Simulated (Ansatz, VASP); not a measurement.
Two plane-wave programs on GaSb

File INCAR:

```
SYSTEM = GaSb
PREC = Accurate ; ENCUT = 520
EDIFF = 1E-6 ; ISMEAR = 0
SIGMA = 0.1 ; LREAL = .False.
LASPH = .True. ; NELM = 150
ALGO = Normal ; ISIF = 2
LWAVE = .False. ; LCHARG = .False.
MAGMOM = 0 0 0 0 0 0 ; LORBIT = 11
LSORBIT = .True. ; GGA_COMPAT = .False.
LORBMOM = .True. ; GGA = PE
NBANDS = 30
```

File KPOINTS:

```
Automatic mesh
0
Gamma
  12 12 12
  0 0 0
```

POSCAR

```
GaSb
1.0
    0.0000000000      3.1069206344      3.1069206344
    3.1069206344      0.0000000000      3.1069206344
    3.1069206344      3.1069206344      0.0000000000
Ga Sb
1 1
Direct
    0.0000000000      0.0000000000      0.0000000000
    0.2500000000      0.2500000000      0.2500000000
```

Input for Ansatz:

```yaml
crystal:
  lattice:
    - [0.0, 3.1069206344, 3.1069206344]
    - [3.1069206344, 0.0, 3.1069206344]
    - [3.1069206344, 3.1069206344, 0.0]
  atoms:
    - { symbol: Ga, position: [0.0, 0.0, 0.0] }
    - { symbol: Sb, position: [0.25, 0.25, 0.25] }
basis:
  ecutwfc: 420
kpoints:
  mp_grid: { grid: [12, 12, 12] }
  band_path:
    path:
      - [[0.0, 0.0, 0.0], [-0.5, -0.5, 0.0], [-0.375, -0.375, 0.25]]
      - [[-0.375, 0.0, 0.375], [0.0, 0.0, 0.0], [0.0, 0.0, 0.5], [-0.5, -0.25, 0.25], [-0.5, -0.5, 0.0]]
    npoints: 10
hamiltonian:
  xc: pbe
scf:
  occupations: { method: gaussian, width: 0.1 }
output:
  forces: true
  stress: true
  eigenvalues: true
  populations: true
  dos: { projected: true, de: 0.02 }
  bader: false
  write_density: true
  write_potential: true
  elf: true
  volumetric_format: npy
magnetization:
  noncollinear: true
  spin_orbit: true
```

Alike in both runs: task single point; functional PBE; k mesh 12 × 12 × 12; occupations gaussian, width 0.1 eV; non-collinear spin, spin-orbit coupling.

|  | VASP | Ansatz |
| --- | --- | --- |
| version | VASP 6.6.1 | Ansatz 0.2.0 |
| potentials or method | VASP PAW PBE potentials, release 64 (Ga_d, Sb) | plane waves, PAW |
| plane-wave cutoff (eV) | 520 | 420 |
| valence electrons in the cell | 18 | 28 |

|  | VASP | Ansatz | Ansatz less VASP |
| --- | --- | --- | --- |
| gap on the k mesh at the Fermi level (eV) | none | none | - |
| pressure (GPa) | 0.1 | 0.0 | -0.07 |
| net moment per atom (μB) | 0.00 | 0.00 | 0.000 |

A gap of «none» marks a metal or a gap that the smearing closes. The two sets of potentials don't hold the same shells in valence.
